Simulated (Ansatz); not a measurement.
# ZnF2 (rutile): the cost of one run

Method: DFT PBE, scalar-relativistic, plane waves, PAW, in Ansatz 0.2.0.

## Step 1: The starting structure

It takes space group P4_2/mnm (No. 136, tetragonal). The conventional cell has a = 4.704 Å, b = 4.704 Å, c = 3.134 Å, α = 90.00°, β = 90.00°, γ = 90.00°. Zn (site symmetry mmm) is surrounded by 6 F at 2.02 to 2.04 Å. F (site symmetry m2m) is surrounded by 3 Zn at 2.02 to 2.04 Å.

Coordinates:

```
CELL_PARAMETERS angstrom
4.70400 0.00000 0.00000
0.00000 4.70400 0.00000
0.00000 0.00000 3.13400
ATOMIC_POSITIONS crystal
Zn 0.00000 0.00000 0.00000
Zn 0.50000 0.50000 0.50000
F 0.30300 0.30300 0.00000
F 0.69700 0.69700 0.00000
F 0.19700 0.80300 0.50000
F 0.80300 0.19700 0.50000
```

## Step 2: Relaxing cell and atoms: ZnF2 (rutile), no spin

File input.yaml:

```yaml
crystal:
  lattice:
    - [4.704, 0.0, 0.0]
    - [0.0, 4.704, 0.0]
    - [0.0, 0.0, 3.134]
  atoms:
    - { symbol: Zn, position: [0.0, 0.0, 0.0] }
    - { symbol: Zn, position: [0.5, 0.5, 0.5] }
    - { symbol: F, position: [0.303, 0.303, 0.0] }
    - { symbol: F, position: [0.697, 0.697, 0.0] }
    - { symbol: F, position: [0.197, 0.803, 0.5] }
    - { symbol: F, position: [0.803, 0.197, 0.5] }
scf:
  occupations: { method: fixed }
output:
  forces: true
  stress: true
  eigenvalues: true
  write_density: true
  write_potential: true
  elf: true
  volumetric_format: npy
hamiltonian:
  xc: pbe
basis:
  ecutwfc: 560
kpoints:
  mp_grid: { grid: [6, 6, 9] }
relax:
  f_tol: 0.001
  max_steps: 60
  cell: { stress_tol: 0.01, p_target: 0 }
```

Command:

```sh
$ ansatz run input.yaml --threads 2 --pin off --max-ram 6144MiB --backend cpu --events-out ev --progress --plain --runs-dir out
```

**Question.** How long does this run take on 2 threads of Intel Xeon 6975P-C (Granite Rapids), shared host, and how much memory does it need?

About 26 s, with a peak of 0.52 GiB.
